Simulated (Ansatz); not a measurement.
## C (Fmmm), random displacements

Theory: DFT LDA, scalar-relativistic, plane waves, PAW (Ansatz). The runs took a 420 eV cutoff, a Γ-centred 10×10×10 mesh and Gaussian smearing (0.03 eV). No spin polarisation. Energies are free energies at this smearing, counted from the undisturbed cell; pressure is positive in compression.

Zero of the scan (relaxed at this level; this form isn't the usual structure):

```
C
1.0
     0.00000   -4.23330    0.00000
    -2.44557   -2.11665   -3.35975
     2.44557   -2.11665   -3.35975
C
8
Direct
  0.83329 0.50000 0.50000
  0.83329 0.00000 0.00000
  0.33329 0.75000 0.25000
  0.33329 0.25000 0.75000
  0.16671 0.50000 0.50000
  0.16671 0.00000 0.00000
  0.66671 0.75000 0.25000
  0.66671 0.25000 0.75000
```

The cell holds layers and no dispersion correction was added, so their binding is poorly described.

After a displacement of all atoms with no net shift, the run gives ΔE = 30.9 meV/atom; stress (xx, yy, zz, yz, xz, xy; compression positive) (-2.46, 5.18, -0.06, 0.24, 0.07, -0.84) GPa.

```csv
atom,Fx (eV/Å),Fy,Fz
C1,0.821,2.123,-0.240
C2,0.070,0.627,-0.410
C3,-0.965,3.213,-0.245
C4,1.486,1.352,-0.456
C5,-1.201,-1.069,0.138
C6,0.176,-3.637,0.347
C7,0.431,-2.047,0.282
C8,-0.818,-0.562,0.585
```

Which displacements (Å, in the unstrained cell) and strain were applied?

| atom | ux | uy | uz |
| --- | --- | --- | --- |
| C1 | -0.02 | -0.03 | 0.00 |
| C2 | -0.01 | 0.01 | 0.01 |
| C3 | 0.02 | -0.03 | 0.01 |
| C4 | -0.01 | -0.01 | 0.02 |
| C5 | 0.02 | -0.01 | 0.00 |
| C6 | 0.00 | 0.05 | -0.01 |
| C7 | -0.01 | 0.02 | -0.01 |
| C8 | 0.00 | 0.00 | -0.03 |
The cell is not strained.

Cost: 1 run of about 1.6 core-minutes, on Arm Neoverse V2 (shared hosts).